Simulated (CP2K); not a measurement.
The system is BaTiO3.

```
Ba Ti O
1.0
     3.99980    0.00000    0.00000
     0.00000    3.99980    0.00000
     0.00000    0.00000    4.01800
Ba Ti O
1 1 3
Direct
  0.00000 0.00000 0.00000
  0.50000 0.50000 0.49000
  0.00000 0.50000 0.51700
  0.50000 0.00000 0.51700
  0.50000 0.50000 0.01900
```

Program: CP2K 2026.2. Alike in all runs: task band structure; no spin polarisation; cell as given; k mesh 7 × 7 × 7.

Problem. Order these runs on this cell by their pressure, lowest first.
A. level PBEsol; potentials or basis POTENTIAL_UZH Ba GTH-PBE-q10, Ti GTH-PBE-q12, O GTH-PBE-q6; TZVP-MOLOPT-PBE-GTH basis; smearing fermi-dirac 0.0259 eV; EPS_DEFAULT 1.0E-10; NGRIDS 5; bands added on the path 6; CUTOFF of the grids 600 Ry
B. level r2SCAN; potentials or basis POTENTIAL_UZH Ba GTH-SCAN-q10, Ti GTH-SCAN-q12, O GTH-SCAN-q6; TZVP-MOLOPT-SCAN-GTH basis; smearing fermi-dirac 0.1 eV; EPS_DEFAULT 1.0E-9; NGRIDS 5; bands added on the path 2; CUTOFF of the grids 850 Ry
C. level LDA; potentials or basis GTH_POTENTIALS Ba GTH-PADE-q10, Ti GTH-PADE-q12, O GTH-PADE-q6; TZVP-MOLOPT-PBE-GTH basis; smearing fermi-dirac 0.05 eV; EPS_DEFAULT 1.0E-10; NGRIDS 5; bands added on the path 4; CUTOFF of the grids 600 Ry
D. level PBE; potentials or basis POTENTIAL_UZH Ba GTH-PBE-q10, Ti GTH-PBE-q12, O GTH-PBE-q6; TZVP-MOLOPT-PBE-GTH basis; smearing fermi-dirac 0.05 eV; EPS_DEFAULT 1.0E-9; NGRIDS 4; bands added on the path 4; CUTOFF of the grids 600 Ry

Solution. C (-7.4 GPa), A (-1.6 GPa), B (1.7 GPa), D (4.1 GPa).

Caveats: the basis of atomic orbitals isn't converged, which shifts pressures, moduli and gaps; the potentials were made for another functional, which shifts forces and pressure (some runs).

Not every run made on this cell is shown here.
